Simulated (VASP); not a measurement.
CsSnI3:

```
Cs I Sn
1.0
     6.20570    0.00000    0.00000
     0.00000    6.20570    0.00000
     0.00000    0.00000    6.20570
Cs I Sn
1 3 1
Direct
  0.00000 0.00000 0.00000
  0.50000 0.50000 0.00000
  0.50000 0.00000 0.50000
  0.00000 0.50000 0.50000
  0.50000 0.50000 0.50000
```

* Program: VASP 6.6.1
* Task: relaxation of cell and atoms
* Functional: RPBE
* Dispersion: D3(BJ)
* Potentials or basis: VASP PAW PBE potentials, release 64 (Cs_sv, I, Sn_d)
* Cutoff: 600 eV
* k mesh: 4 × 4 × 4
* Occupations: fermi-dirac, width 0.05 eV
* Spin: no spin polarisation

At the start: pressure -4.0 GPa; volume 47.80 Å³/atom.

Q: Where does the relaxation end?

A: Over 4 steps the energy falls by 163.1 meV/atom and the volume is 37.50 Å³/atom (-21.5 %); space group Pm-3m (No. 221, to 0.05 Å).

Step by step:
```csv
step,energy change (eV),largest force (eV/Å),pressure (GPa),volume (Å³)
1,0.0000,0.0000,-3.97,238.99
2,-0.7451,0.0000,-1.67,200.29
3,-0.8149,0.0000,-0.18,188.77
4,-0.8156,0.0000,0.02,187.51
```

Final structure:
```yaml
crystal:
  lattice:
    - [5.72369, 0.00000, 0.00000]
    - [0.00000, 5.72369, 0.00000]
    - [0.00000, 0.00000, 5.72369]
  atoms:
    - { symbol: Cs, position: [0.00000, 0.00000, 0.00000] }
    - { symbol: I, position: [0.50000, 0.50000, 0.00000] }
    - { symbol: I, position: [0.50000, 0.00000, 0.50000] }
    - { symbol: I, position: [0.00000, 0.50000, 0.50000] }
    - { symbol: Sn, position: [0.50000, 0.50000, 0.50000] }
```

Caveat: the volume moved by over 15 % at a fixed basis, so the end points are rough; the PAW data sets were made with another functional, which shifts forces and pressure a little; pairwise dispersion overbinds metals, which lowers pressure and volume.
